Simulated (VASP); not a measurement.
A run of VASP 6.6.1 is set up as follows.

The input POSCAR:

```
CaSe
1.0
    0.0000000000      2.9755767295      2.9755767295
    2.9755767295      0.0000000000      2.9755767295
    2.9755767295      2.9755767295      0.0000000000
Se Ca
1 1
Direct
    0.5000000000      0.5000000000      0.5000000000
    0.0000000000      0.0000000000      0.0000000000
```

INCAR.step1

```
ALGO = Normal
EDIFF = 1E-4
ENCUT = 520
GGA = PE
ISMEAR = -1
LASPH = T
LCHARG = F
LREAL = F
LWAVE = T
NBANDS = 15
NELM = 100
PREC = Accurate
SIGMA = 0.05
```

The input INCAR.step2:

```
ALGO = Normal
EDIFF = 1E-7
ENCUT = 520
ISIF = 2
ISMEAR = -1
ISTART = 1
LASPH = T
LCHARG = F
LMIXTAU = T
LREAL = F
LWAVE = F
METAGGA = R2SCAN
NBANDS = 15
NELM = 100
PREC = Accurate
SIGMA = 0.05
```

File KPOINTS:

```
k-points
0
Gamma
  8 8 8
```

Potentials or basis: VASP PAW PBE potentials, release 64 (Se, Ca_sv).

Command:

```sh
$ cat potpaw_PBE.64/Se/POTCAR potpaw_PBE.64/Ca_sv/POTCAR > POTCAR
$ cp INCAR.step1 INCAR
$ mpirun -np 1 vasp_std > vasp.out
$ cp INCAR.step2 INCAR
$ mpirun -np 1 vasp_std > vasp.out
```

(1) Estimate the pressure.

(2) What does it give for the band gap on the k mesh?

## Answers

(1) -0.2 GPa.

(2) 2.54 eV, indirect (least direct gap 3.47 eV).

Caveat: the PAW data sets were made with another functional, which shifts forces and pressure a little.

**The experiment to reproduce.**

A printed reference work, monograph, original work of 1988 reports, for a bulk crystal of CaSe at 2 K: band gap 3.85 eV (indirect).

Against the measured gap of CaSe, 3.85 eV (indirect; 2 K; a printed reference work, monograph, original work of 1988), the calculated 2.54 eV is off by -1.31 eV. Spin-orbit coupling on Se is left out. The value is that of r2SCAN on a finite k mesh, which can miss the band edges, without temperature or zero-point motion.
